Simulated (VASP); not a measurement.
Crystal: Pb.

```
CELL_PARAMETERS angstrom
3.48000 0.00000 0.00000
-1.74000 3.01377 0.00000
0.00000 0.00000 5.59000
ATOMIC_POSITIONS crystal
Pb 0.66667 0.33333 0.75000
Pb 0.33333 0.66667 0.25000
```

This isn't the form of Pb at room conditions, which is fcc.

- Program: VASP 6.6.1
- Task: relaxation of cell and atoms
- Functional: LDA
- Potentials or basis: VASP PAW LDA potentials, release 64 (Pb_d)
- Cutoff: 600 eV
- k mesh: 8 × 8 × 4
- Occupations: fermi-dirac, width 0.05 eV
- Spin: no spin polarisation

At the start: pressure -0.4 GPa; volume 29.31 Å³/atom.

Problem. Where does the relaxation end?

Solution. Over 6 steps the energy falls by 2.5 meV/atom and the volume is 29.20 Å³/atom (-0.4 %); space group P6_3/mmc (No. 194, to 0.05 Å).

Step by step:
```csv
step,energy change (eV),largest force (eV/Å),pressure (GPa),volume (Å³)
1,0.0000,0.0000,-0.38,58.63
2,-0.0019,0.0000,0.28,58.04
3,-0.0019,0.0000,0.51,57.81
4,-0.0034,0.0000,0.46,57.87
5,-0.0044,0.0000,0.42,57.96
6,-0.0051,0.0000,0.02,58.40
```

Final structure:
```
CELL_PARAMETERS angstrom
3.51310 0.00000 0.00000
-1.75655 3.04244 0.00000
0.00000 0.00000 5.46358
ATOMIC_POSITIONS crystal
Pb 0.66667 0.33333 0.75000
Pb 0.33333 0.66667 0.25000
```
